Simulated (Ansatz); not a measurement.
# InSe: the cost of one run

Program: Ansatz 0.2.0. Level of theory: DFT PBE+D3(BJ), scalar-relativistic, plane waves, PAW. These are calculated values, not measurements.

A COD entry behind a cell of this session may itself be a prediction, so a difference from it is no test against experiment.

6 further runs of the same task are left out: 6 set aside as unsound or not needed.

## Step 1: The structure to begin with

Symmetry: P-3m1, No. 164, trigonal system. The conventional cell has a = 4.027 Å, b = 4.027 Å, c = 28.271 Å, α = 90.00°, β = 90.00°, γ = 120.00°. Se (site symmetry 3m) is surrounded by 3 In at 2.66 Å. In (site symmetry 3m) has 3 Se at 2.66 Å and 1 In at 2.79 Å as nearest neighbours.

As a file:

```
Se In
1.0
     4.02661    0.00000    0.00000
    -2.01331    3.48715    0.00000
     0.00000    0.00000   28.27071
Se In
4 4
Direct
  0.00000 0.00000 0.15918
  0.00000 0.00000 0.34967
  0.00000 0.00000 0.47383
  0.00000 0.00000 0.66432
  0.66667 0.33334 0.20500
  0.66667 0.33334 0.30384
  0.33333 0.66666 0.51965
  0.33333 0.66666 0.61850
```

This is the geometry at the first point of the grid.

## Step 2: Setting up the map

Atoms count from 1 in the order of the input.

The upper layer of a bilayer is slid over the lower one; relaxed at each slide: nothing; the origin of the map has Se5 above Se4; the distance between the facing planes is held at 3.51 Å.

The axes are (1) slide of the upper layer along the first cell vector, from Se5 above Se4: 9 values from 0.000 to 0.889, periodic; (2) slide of the upper layer along the second cell vector, from Se5 above Se4: 9 values from 0.000 to 0.889, periodic.

Nothing else is relaxed. Points are written as (first, second).

The two vectors of the plane (Å): (4.027, 0.000, 0.000); (-2.013, 3.487, 0.000).

## Step 3: Grid point (0/9, 0/9) of the map's two axes

A dipole layer in the vacuum cancels the field that periodic copies would set up if the slab's two faces differ.

File input.yaml:

```yaml
crystal:
  lattice:
    - [4.0266104108, 0.0, 0.0]
    - [-2.0133052054, 3.4871469069, 0.0]
    - [0.0, 0.0, 28.2707105452]
  atoms:
    - { symbol: Se, position: [0.0, 0.0, 0.1591753413] }
    - { symbol: In, position: [0.6666666667, 0.3333333333, 0.2049979888] }
    - { symbol: In, position: [0.6666666667, 0.3333333333, 0.3038451603] }
    - { symbol: Se, position: [0.0, 0.0, 0.3496677332] }
    - { symbol: Se, position: [0.0, 0.0, 0.4738244994] }
    - { symbol: In, position: [-0.6666666667, -0.3333333333, 0.5196471469] }
    - { symbol: In, position: [-0.6666666667, -0.3333333333, 0.6184943184] }
    - { symbol: Se, position: [0.0, 0.0, 0.6643168913] }
basis:
  ecutwfc: 420
kpoints:
  mp_grid: { grid: [9, 9, 1] }
hamiltonian:
  xc: pbe
  pseudopotentials: { kind: paw, azcp: { folder: soft_1 } }
  dispersion: d3bj
scf:
  occupations: { method: gaussian, width: 0.05 }
output:
  forces: true
  eigenvalues: true
efield:
  axis: 3
  dipole_correction: true
  ramp_width: 0.04
```

Command:

```
> ansatz run input.yaml --threads 4 --pin off --max-ram 12288MiB --backend cpu --events-out ev --progress --plain --runs-dir out
```

Q: Estimate wall time and peak memory on 4 threads of Arm Neoverse V1, shared host.

About 13 s, with a peak of 0.96 GiB.
